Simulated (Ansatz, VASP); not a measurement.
## KMgF3 in VASP and in Ansatz

File INCAR:

```
PREC     = Accurate       # precision mode
ENCUT    = 520            # plane-wave cutoff, eV
EDIFF    = 1E-7           # SCF threshold, eV
ISMEAR   = 0              # smearing method
SIGMA    = 0.05           # smearing width, eV
LREAL    = False          # projectors in reciprocal space
LASPH    = True           # aspherical terms in the spheres
NELM     = 100            # most SCF steps
ALGO     = Fast           # electronic algorithm
ISIF     = 2              # what is computed and relaxed
LWAVE    = False          # write WAVECAR
LCHARG   = False          # write CHGCAR
GGA      = CA             # functional
NBANDS   = 24             # bands
```

Contents of KPOINTS:

```
regular mesh
0
Gamma
  6 6 6
```

Contents of POSCAR:

```
KMgF3
1.0
    3.9859000000      0.0049823750      0.0000000000
    0.0049823750      3.9859000000      0.0000000000
    0.0000000000      0.0000000000      3.9859000000
K Mg F
1 1 3
Direct
    0.5000000000      0.5000000000      0.5000000000
    0.0000000000      0.0000000000      0.0000000000
    0.5000000000      0.0000000000      0.0000000000
    0.0000000000      0.5000000000      0.0000000000
    0.0000000000      0.0000000000      0.5000000000
```

Input for Ansatz:

```yaml
crystal:
  lattice:
    - [3.9859, 0.004982375, 0.0]
    - [0.004982375, 3.9859, 0.0]
    - [0.0, 0.0, 3.9859]
  atoms:
    - { symbol: K, position: [0.5, 0.5, 0.5] }
    - { symbol: Mg, position: [0.0, 0.0, 0.0] }
    - { symbol: F, position: [0.5, 0.0, 0.0] }
    - { symbol: F, position: [0.0, 0.5, 0.0] }
    - { symbol: F, position: [0.0, 0.0, 0.5] }
basis:
  ecutwfc: 420
kpoints:
  mp_grid: { grid: [6, 6, 6] }
hamiltonian:
  xc: lda
scf:
  occupations: { method: gaussian, width: 0.05 }
output:
  forces: true
  stress: true
  eigenvalues: true
```

Change from the starting cell: strain +0.0025 x Voigt [0, 0, 0, 0, 0, 1], atoms carried along.

Alike in both runs: task single point; functional LDA; k mesh 6 × 6 × 6; occupations gaussian, width 0.05 eV; no spin polarisation.

|  | VASP | Ansatz |
| --- | --- | --- |
| version | VASP 6.6.1 | Ansatz 0.2.0 |
| potentials or method | VASP PAW LDA potentials, release 64 (K_sv, Mg, F) | scalar-relativistic, plane waves, PAW |
| plane-wave cutoff (eV) | 520 | 420 |
| valence electrons in the cell | 32 | 40 |

|  | VASP | Ansatz | Ansatz less VASP |
| --- | --- | --- | --- |
| gap on the k mesh at the Fermi level (eV) | 6.96 | 6.98 | +0.027 |
| least direct gap on the mesh (eV) | 7.28 | 7.30 | +0.026 |
| pressure (GPa) | -5.2 | -4.5 | +0.76 |
| largest component of the traceless stress (GPa) | 0.11 | 0.11 | -0.001 |

The two sets of potentials don't hold the same shells in valence.

A k mesh can miss the band edges.
